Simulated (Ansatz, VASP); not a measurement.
**BN: VASP beside Ansatz**

```
B N
1.0
     0.00000    1.81947    1.81947
     1.81947    0.00000    1.81947
     1.81947    1.81947    0.00000
B N
1 1
Cartesian
  0.0000 0.0000 0.0000
  2.7292 2.7292 2.7292
```

Change from the starting cell: volume scaled by 1.02.

Alike in both runs: task single point; functional LDA; k mesh 11 × 11 × 11; occupations fermi-dirac, width 0.02 eV; no spin polarisation.

```csv
,VASP,Ansatz
version,VASP 6.6.1,Ansatz 0.2.0
potentials or method,"VASP PAW LDA potentials, release 64 (B, N), cutoff 520 eV","all-electron LAPW, scalar-relativistic"
```

```tsv
	VASP	Ansatz	Ansatz less VASP
gap on the k mesh at the Fermi level (eV)	4.42	4.43	+0.008
pressure (GPa)	-17.0	-17.8	-0.72
```

Ansatz ran all-electron here, so the differences hold the error of VASP's frozen core and of both bases.

Caveats: so large a pressure means that the cell lies far from this level's equilibrium, or that cutoff or potentials fall short (VASP); an odd mesh through Γ misses points on the zone boundary, where band edges often lie.
